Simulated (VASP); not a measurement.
# Li2TaO3 (R-3m) in VASP: notebook

Runs on Li2TaO3. Level: PBE. Tasks: relaxation of cell and atoms.

Everything below comes from runs of VASP 6.6.1. Logs are shortened: lines on timing, memory, paths and dates and some standing lists are left out, and cuts for length are marked.

## Step 1: The crystal as given

It takes space group R-3m (No. 166, trigonal). The conventional cell has a = 4.471 Å, b = 4.471 Å, c = 11.329 Å, α = 90.00°, β = 90.00°, γ = 120.00°. Around Li (site symmetry 3m) lie 3 Ta at 2.63 Å and 9 O at 2.63 to 2.71 Å and 4 Li at 2.77 to 2.78 Å. Ta (site symmetry -3m) has 6 O at 2.29 Å and 6 Li at 2.63 Å as nearest neighbours. O (site symmetry 2/m) has 4 O at 2.24 Å and 2 Ta at 2.29 Å as nearest neighbours.

The cell was built by a generator and needn't be a form met in nature.

## Step 2: Relaxation of cell and atoms, PBE

Input file INCAR:

```
SYSTEM = Li2TaO3
  PREC = Normal
  ENCUT = 520
  EDIFF = 1E-4
  ISMEAR = 0
  SIGMA = 0.15
  LREAL = .FALSE.
  LASPH = .TRUE.
  NELM = 60
  ALGO = Fast
  ISIF = 3
  LWAVE = .FALSE.
  LCHARG = .FALSE.
  GGA = PE
  IBRION = 2
  NSW = 24
  EDIFFG = -0.08
```

Input file KPOINTS:

```
regular mesh
0
G
  4 4 4
  0 0 0
```

Input file POSCAR:

```
Li2TaO3
1.0
    2.2357422500      1.2908063900      3.7763854800
   -2.2357422500      1.2908063900      3.7763854800
    0.0000000000     -2.5816127800      3.7763854800
Li Ta O
2 1 3
Direct
    0.1226730000      0.1226730000      0.1226730000
    0.8773270000      0.8773270000      0.8773270000
    0.5000000000      0.5000000000      0.5000000000
    0.5000000000      0.0000000000      0.5000000000
    0.0000000000      0.5000000000      0.5000000000
    0.5000000000      0.5000000000      0.0000000000
```

Potentials or basis: VASP PAW PBE potentials, release 64 (Li_sv, Ta_pv, O).

Run with:

```bash
$ cat potpaw_PBE.64/Li_sv/POTCAR potpaw_PBE.64/Ta_pv/POTCAR potpaw_PBE.64/O/POTCAR > POTCAR
$ mpirun -np 1 vasp_std > vasp.out
```

OUTCAR:

```text
SYSTEM = Li2TaO3
   PREC = Normal
   ENCUT = 520
   EDIFF = 1E-4
   ISMEAR = 0
   LREAL = .FALSE.
   LASPH = .TRUE.
   NELM = 60
   ISIF = 3
   GGA = PE
   IBRION = 2
   NSW = 24
   EDIFFG = -0.08

 ion  position               nearest neighbor table
   1  0.123  0.123  0.123-   3 2.63   3 2.63   3 2.63
   2  0.877  0.877  0.877-   3 2.63   3 2.63   3 2.63
   3  0.500  0.500  0.500-   4 2.29   5 2.29   4 2.29   5 2.29   6 2.29   6 2.29   2 2.63   1 2.63
                             2 2.63   1 2.63   2 2.63   1 2.63
   4  0.500  0.000  0.500-   3 2.29   3 2.29
   5  0.000  0.500  0.500-   3 2.29   3 2.29
   6  0.500  0.500  0.000-   3 2.29   3 2.29

  LATTYP: Found a trigonal (rhomboedric) cell.
 ALAT       =     4.5744739412
 COS(alpha) =     0.5222605032

  Lattice vectors:

 A1 = (   2.2357422500,   1.2908063900,   3.7763854800)
 A2 = (  -2.2357422500,   1.2908063900,   3.7763854800)
 A3 = (   0.0000000000,  -2.5816127800,   3.7763854800)

Analysis of symmetry for initial positions (statically):
=====================================================================
 Subroutine PRICEL returns:
 Original cell was already a primitive cell.

 Routine SETGRP: Setting up the symmetry group for a
 trigonal (rhombohedral) supercell.

 Subroutine GETGRP returns: Found 12 space group operations
 (whereof 12 operations were pure point group operations)
 out of a pool of 12 trial point group operations.

The static configuration has the point symmetry D_3d.

Analysis of symmetry for dynamics (positions and initial velocities):
=====================================================================
 Subroutine PRICEL returns:
 Original cell was already a primitive cell.

 Routine SETGRP: Setting up the symmetry group for a
 trigonal (rhombohedral) supercell.

 Subroutine GETGRP returns: Found 12 space group operations
 (whereof 12 operations were pure point group operations)
 out of a pool of 12 trial point group operations.

The dynamic configuration has the point symmetry D_3d.

 Subroutine INISYM returns: Found 12 space group operations
 (whereof 12 operations are pure point group operations),
 and found     1 'primitive' translations

----------------------------------------------------------------------------------------

                                     Primitive cell

  volume of cell :      65.3899

  direct lattice vectors                    reciprocal lattice vectors
     2.235742250  1.290806390  3.776385480     0.223639375  0.129118253  0.088267825
    -2.235742250  1.290806390  3.776385480    -0.223639375  0.129118253  0.088267825
     0.000000000 -2.581612780  3.776385480     0.000000000 -0.258236507  0.088267825

  length of vectors
[... 101 lines left out ...]
  Thomas-Fermi vector in A             =   2.458391
   LORBIT       =      0    0 simple, 1 ext, 2 COOP (PROOUT), +10 PAW based schemes
   GGA     = PE    functional components
   LHFCALC =     F    Hartree Fock is set to
   AEXX    =    0.0000 exact exchange contribution
   IVDW    =     0    specifies the selected vdW correction
   LEPSILON=     F    determine dielectric tensor
   LRPA    =     F    only Hartree local field effects (RPA)
 conjugate gradient relaxation of ions
 non-spin polarized calculation
 RMM-DIIS sequential band-by-band and
 Gauss-broadening in eV      SIGMA  =   0.15
  energy-cutoff  :      520.00
  volume of cell :       65.39
 maximum number of plane-waves:      1769
   NGX = 17   NGY = 17   NGZ = 17

--------------------------------------- Ionic step        1  -------------------------------------------

 number of electron      34.9999960 magnetization

 Free energy of the ion-electron system (eV)
  ---------------------------------------------------
  ext. energy  EPLUGINS =         0.00000000
  ---------------------------------------------------
  free energy    TOTEN  =       -32.44778888 eV

  energy without entropy =      -32.41301098  energy(sigma->0) =      -32.43039993

------------------------ aborting loop because EDIFF is reached ----------------------------------------

  FORCE on cell =-STRESS in cart. coord.  units (eV):
  Direction    XX          YY          ZZ          XY          YZ          ZX
  --------------------------------------------------------------------------------------
  -------------------------------------------------------------------------------------
  Total        9.8920821      9.8920821    -27.3178152      0.0000000      0.0000000      0.0000000
  in kB      242.3750352    242.3750353   -669.3390066      0.0000000      0.0000000      0.0000000
  external PRESSURE =     -61.5296453 kB  Pullay stress =       0.0000000 kB
[... 101 lines left out ...]
  FREE ENERGIE OF THE ION-ELECTRON SYSTEM (eV)
  ---------------------------------------------------
  free  energy   TOTEN  =       -41.0099650594 eV

  energy  without entropy=      -40.9894574740  energy(sigma->0) =      -40.99971127

 E-fermi :   5.3964     XC(G=0):  -9.9447

 val. band max:        5.2842577899   @ k =  -0.2500   0.2500   0.0000
 cond. band min:       5.4815895160   @ k =  -0.2500   0.2500   0.0000
 fundamental gap:      0.1973317260
 Fermi energy:         5.3964177945

 k-point     1 :       0.0000    0.0000    0.0000
  band No.  band energies     occupation
      1     -44.1716      2.00000
      2     -43.9942      2.00000
      3     -31.5945      2.00000
      4     -31.5945      2.00000
      5     -31.5479      2.00000
      6     -15.5777      2.00000
[... 301 lines left out ...]
     20       7.8485      0.00000
     21       7.9321      0.00000

[... ionic steps 4 to 8 ...]

--------------------------------------- Ionic step        9  -------------------------------------------

 number of electron      35.0000000 magnetization

------------------------ aborting loop because EDIFF is reached ----------------------------------------
[... 75 lines left out ...]
--------------------------------------- Ionic step       11  -------------------------------------------

 number of electron      35.0000031 magnetization

 Free energy of the ion-electron system (eV)
  ---------------------------------------------------
  ext. energy  EPLUGINS =         0.00000000
  ---------------------------------------------------
  free energy    TOTEN  =       -43.13247671 eV

  energy without entropy =      -43.11515401  energy(sigma->0) =      -43.12381536

 E-fermi :   5.5691     XC(G=0): -10.2808

 val. band max:        5.4354669434   @ k =  -0.2500   0.2500   0.0000
 cond. band min:       5.6445171756   @ k =  -0.2500   0.2500   0.0000
 fundamental gap:      0.2090502322
 Fermi energy:         5.5690635824

 k-point     1 :       0.0000    0.0000    0.0000
  band No.  band energies     occupation
      1     -42.0009      2.00000
      2     -41.9838      2.00000
      3     -31.1958      2.00000
      4     -31.1958      2.00000
      5     -31.1419      2.00000
      6     -15.6701      2.00000
[... 334 lines left out ...]
  FREE ENERGIE OF THE ION-ELECTRON SYSTEM (eV)
  ---------------------------------------------------
  free  energy   TOTEN  =       -43.1324767098 eV

  energy  without entropy=      -43.1151540134  energy(sigma->0) =      -43.12381536

 reached required accuracy - stopping structural energy minimisation
```

CONTCAR:

```text
Li2TaO3
   1.00000000000000
     2.6618851273536857    1.5368400950249148    2.6500812850914337
    -2.6618851273536857    1.5368400950249148    2.6500812850914337
    -0.0000000000000000   -3.0736801900498296    2.6500812850914337
  Li              Ta              O
     2     1     3
Direct
     0.1786131379456834    0.1786131379456834    0.1786131379456834
     0.8213868620543167    0.8213868620543167    0.8213868620543167
     0.5000000000000000    0.5000000000000000    0.5000000000000000
     0.5000000000000000    0.0000000000000000    0.5000000000000000
     0.0000000000000000    0.5000000000000000    0.5000000000000000
     0.5000000000000000    0.5000000000000000    0.0000000000000000

  0.00000000E+00  0.00000000E+00  0.00000000E+00
  0.00000000E+00  0.00000000E+00  0.00000000E+00
  0.00000000E+00  0.00000000E+00  0.00000000E+00
  0.00000000E+00  0.00000000E+00  0.00000000E+00
  0.00000000E+00  0.00000000E+00  0.00000000E+00
  0.00000000E+00  0.00000000E+00  0.00000000E+00
```

Wall time 88 s (1 thread of Intel Xeon Platinum 8559C (Emerald Rapids), shared host); peak memory 0.17 GiB.

These settings aren't checked as converged: the numbers below hold their error.

Results:

```
Free energy                            : -43.1325 eV
Relaxed volume                         : 10.84 Å³/atom
Relaxed cell                           : a = 4.058 Å, b = 4.058 Å, c = 4.058 Å, α = 81.98°, β = 81.98°, γ = 81.98°
Space group after relaxing (to 0.05 Å) : R-3m (No. 166)
Energy gained by relaxing              : 1780.8 meV/atom
Ionic steps                            : 11
Largest force after relaxing           : 0.050 eV/Å
Band gap on the k mesh                 : none (metal or under the smearing width)
```

Caveat: the k mesh is coarse (spacing up to 0.43 Å⁻¹), so the values aren't converged; the cutoff is under 1.25 times the usual one of these potentials, so pressure, stress and relaxed cells hold a basis-set (Pulay) error; an odd number of electrons without spin polarisation forces a metal; a magnetic or distorted state may lie lower; the relaxation stopped at a loose force limit of 0.08 eV/Å, so its end isn't a converged minimum.

## Step 3: Relaxation of cell and atoms, PBE

This run uses another cell than the first one, of 12.25 Å³/atom, 1.124 times its volume.

INCAR is that of step 2.

Input file KPOINTS:

```
regular mesh
0
G
  4 4 3
  0 0 0
```

Input file POSCAR:

```
Li2TaO3
1.0
    3.5508172200      0.0000000000      0.0000000000
    0.0000000000      3.5508172200      0.0000000000
    0.0000000000      0.0000000000      5.8275448400
Li Ta O
2 1 3
Direct
    0.0000000000      0.0000000000      0.2570822000
    0.0000000000      0.0000000000      0.7429178000
    0.5000000000      0.5000000000      0.0000000000
    0.5000000000      0.5000000000      0.5000000000
    0.0000000000      0.0000000000      0.0000000000
    0.0000000000      0.0000000000      0.5000000000
```

Potentials or basis: VASP PAW PBE potentials, release 64 (Li_sv, Ta_pv, O).

Run with:

```bash
$ cat potpaw_PBE.64/Li_sv/POTCAR potpaw_PBE.64/Ta_pv/POTCAR potpaw_PBE.64/O/POTCAR > POTCAR
$ mpirun -np 1 vasp_std > vasp.out
```

OUTCAR:

```text
SYSTEM = Li2TaO3
   PREC = Normal
   ENCUT = 520
   EDIFF = 1E-4
   ISMEAR = 0
   LREAL = .FALSE.
   LASPH = .TRUE.
   NELM = 60
   ISIF = 3
   GGA = PE
   IBRION = 2
   NSW = 24
   EDIFFG = -0.08

 ion  position               nearest neighbor table
   1  0.000  0.000  0.257-   6 1.42   5 1.50   3 2.92   3 2.92   3 2.92   3 2.92
   2  0.000  0.000  0.743-   6 1.42   5 1.50   3 2.92   3 2.92   3 2.92   3 2.92
   3  0.500  0.500  0.000-   5 2.51   5 2.51   5 2.51   5 2.51   2 2.92   2 2.92   1 2.92   2 2.92
                             1 2.92   1 2.92   2 2.92   1 2.92
   4  0.500  0.500  0.500-
   5  0.000  0.000  0.000-   1 1.50   2 1.50   3 2.51   3 2.51   3 2.51   3 2.51
   6  0.000  0.000  0.500-   1 1.42   2 1.42

  LATTYP: Found a simple tetragonal cell.
 ALAT       =     3.5508172200
 C/A-ratio  =     1.6411841216

  Lattice vectors:

 A1 = (   3.5508172200,   0.0000000000,   0.0000000000)
 A2 = (   0.0000000000,   3.5508172200,   0.0000000000)
 A3 = (   0.0000000000,   0.0000000000,   5.8275448400)

Analysis of symmetry for initial positions (statically):
=====================================================================
 Subroutine PRICEL returns:
 Original cell was already a primitive cell.

 Routine SETGRP: Setting up the symmetry group for a
 simple tetragonal supercell.

 Subroutine GETGRP returns: Found 16 space group operations
 (whereof 16 operations were pure point group operations)
 out of a pool of 16 trial point group operations.

The static configuration has the point symmetry D_4h.

Analysis of symmetry for dynamics (positions and initial velocities):
=====================================================================
 Subroutine PRICEL returns:
 Original cell was already a primitive cell.

 Routine SETGRP: Setting up the symmetry group for a
 simple tetragonal supercell.

 Subroutine GETGRP returns: Found 16 space group operations
 (whereof 16 operations were pure point group operations)
 out of a pool of 16 trial point group operations.

The dynamic configuration has the point symmetry D_4h.
[... 100 lines left out ...]
   ISIF   =      3    stress and relaxation
   ISYM   =      2    0-nonsym 1-usesym 2-fastsym
   POTIM  = 0.5000    time-step for ionic-motion
   TEBEG  =    0.0;   TEEND  =   0.0 temperature during run
   PSTRESS=    0.0 pullay stress
   NELECT =      35.0000    total number of electrons
   NUPDOWN=      -1.0000    fix difference up-down
   EMIN   =  10.00;   EMAX   =-10.00  energy-range for DOS
   EFERMI =   0.00;   METHOD = LEGACY
   ISMEAR =     0;   SIGMA  =   0.15  broadening in eV -4-tet -1-fermi 0-gaus
   EFERMI_NEDOS =   21; number of points for ismear=-14 and -15
   IALGO  =     68    algorithm
   IMIX   =      4    mixing-type and parameters
     AMIX     =   0.40;   BMIX     =  1.00
     AMIX_MAG =   1.60;   BMIX_MAG =  1.00
  volume/ion in A,a.u.               =      12.25        82.64
  Fermi-wavevector in a.u.,A,eV,Ry     =   1.278547  2.416104 22.241211  1.634683
  Thomas-Fermi vector in A             =   2.411084
   LORBIT       =      0    0 simple, 1 ext, 2 COOP (PROOUT), +10 PAW based schemes
   GGA     = PE    functional components
   LHFCALC =     F    Hartree Fock is set to
   AEXX    =    0.0000 exact exchange contribution
   IVDW    =     0    specifies the selected vdW correction
   LEPSILON=     F    determine dielectric tensor
   LRPA    =     F    only Hartree local field effects (RPA)
 conjugate gradient relaxation of ions
 non-spin polarized calculation
 RMM-DIIS sequential band-by-band and
 Gauss-broadening in eV      SIGMA  =   0.15
  energy-cutoff  :      520.00
  volume of cell :       73.48
 maximum number of plane-waves:      2013
   NGX = 13   NGY = 13   NGZ = 21

--------------------------------------- Ionic step        1  -------------------------------------------

 number of electron      35.0000083 magnetization

 Free energy of the ion-electron system (eV)
  ---------------------------------------------------
  ext. energy  EPLUGINS =         0.00000000
  ---------------------------------------------------
  free energy    TOTEN  =       -27.34170534 eV

  energy without entropy =      -27.25895099  energy(sigma->0) =      -27.30032817

 E-fermi :   2.2691     XC(G=0):  -9.9656

 val. band max:        2.2286279118   @ k =   0.5000   0.2500   0.0000
 cond. band min:       2.2759768221   @ k =   0.2500   0.2500   0.3333
 fundamental gap:      0.0473489103
 Fermi energy:         2.2690919262
[... 694 lines left out ...]
  FREE ENERGIE OF THE ION-ELECTRON SYSTEM (eV)
  ---------------------------------------------------
  free  energy   TOTEN  =       -30.5780413279 eV

  energy  without entropy=      -30.5183443281  energy(sigma->0) =      -30.54819283

[... ionic steps 4 to 9 ...]

--------------------------------------- Ionic step       10  -------------------------------------------

 number of electron      34.9999799 magnetization

------------------------ aborting loop because EDIFF is reached ----------------------------------------
[... 75 lines left out ...]
--------------------------------------- Ionic step       12  -------------------------------------------

 number of electron      34.9999871 magnetization

 Free energy of the ion-electron system (eV)
  ---------------------------------------------------
  ext. energy  EPLUGINS =         0.00000000
  ---------------------------------------------------
  free energy    TOTEN  =       -32.53768601 eV

  energy without entropy =      -32.49394811  energy(sigma->0) =      -32.51581706

 E-fermi :   3.5757     XC(G=0): -10.4099

 val. band max:        3.4888358676   @ k =   0.5000   0.2500   0.3333
 cond. band min:       3.5813405008   @ k =   0.2500   0.0000   0.3333
 fundamental gap:      0.0925046332
 Fermi energy:         3.5757076396
[... 319 lines left out ...]
  FREE ENERGIE OF THE ION-ELECTRON SYSTEM (eV)
  ---------------------------------------------------
  free  energy   TOTEN  =       -32.5376860058 eV

  energy  without entropy=      -32.4939481136  energy(sigma->0) =      -32.51581706

 reached required accuracy - stopping structural energy minimisation
```

OSZICAR:

```text
N       E                     dE             d eps       ncg     rms          rms(c)
DAV:   1     0.294397777062E+03    0.29440E+03   -0.18396E+04   504   0.169E+03
DAV:   2    -0.153105531328E+02   -0.30971E+03   -0.30032E+03   665   0.427E+02
DAV:   3    -0.444212506109E+02   -0.29111E+02   -0.28905E+02   910   0.109E+02
[... 169 lines left out ...]
RMM:   2    -0.325664404076E+02   -0.18903E-01   -0.43495E-02   556   0.144E+00    0.168E+00
RMM:   3    -0.325385804224E+02    0.27860E-01   -0.10255E-02   571   0.715E-01    0.417E-01
RMM:   4    -0.325379279408E+02    0.65248E-03   -0.58608E-03   613   0.515E-01    0.169E-01
RMM:   5    -0.325377186280E+02    0.20931E-03   -0.13698E-03   507   0.231E-01    0.723E-02
RMM:   6    -0.325376860058E+02    0.32622E-04   -0.38088E-04   376   0.111E-01
  12 F= -.32537686E+02 E0= -.32515817E+02  d E =-.396090E-03
```

CONTCAR:

```text
Li2TaO3
   1.00000000000000
     2.9634537194507216   -0.0000000000000000   -0.0000000000000000
     0.0000000000000000    2.9634537194507216    0.0000000000000000
     0.0000000000000000    0.0000000000000000    7.6278013296876335
  Li              Ta              O
     2     1     3
Direct
     0.0000000000000000    0.0000000000000000    0.2822503794404011
     1.0000000000000000    0.0000000000000000    0.7177496205595989
     0.5000000000000000    0.5000000000000000    0.0000000000000000
     0.5000000000000000    0.5000000000000000    0.5000000000000000
     0.0000000000000000    0.0000000000000000    1.0000000000000000
     0.0000000000000000    0.0000000000000000    0.5000000000000000

  0.00000000E+00  0.00000000E+00  0.00000000E+00
  0.00000000E+00  0.00000000E+00  0.00000000E+00
  0.00000000E+00  0.00000000E+00  0.00000000E+00
  0.00000000E+00  0.00000000E+00  0.00000000E+00
  0.00000000E+00  0.00000000E+00  0.00000000E+00
  0.00000000E+00  0.00000000E+00  0.00000000E+00
```

Run time: 79 s. Hardware: 1 thread of Intel Xeon Platinum 8559C (Emerald Rapids), shared host; peak memory 0.16 GiB.

These settings aren't checked as converged: the numbers below hold their error.

What came out:

- Free energy: -32.5377 eV
- Relaxed volume: 11.16 Å³/atom
- Relaxed cell: a = 2.963 Å, b = 2.963 Å, c = 7.628 Å, α = 90.00°, β = 90.00°, γ = 90.00°
- Space group after relaxing (to 0.05 Å): P4/mmm (No. 123)
- Energy gained by relaxing: 866.0 meV/atom
- Ionic steps: 12
- Largest force after relaxing: 0.019 eV/Å
- Band gap on the k mesh: none (metal or under the smearing width)

Caveat: the k mesh is coarse (spacing up to 0.44 Å⁻¹), so the values aren't converged; the cutoff is under 1.25 times the usual one of these potentials, so pressure, stress and relaxed cells hold a basis-set (Pulay) error; an odd number of electrons without spin polarisation forces a metal; a magnetic or distorted state may lie lower; the relaxation stopped at a loose force limit of 0.08 eV/Å, so its end isn't a converged minimum.
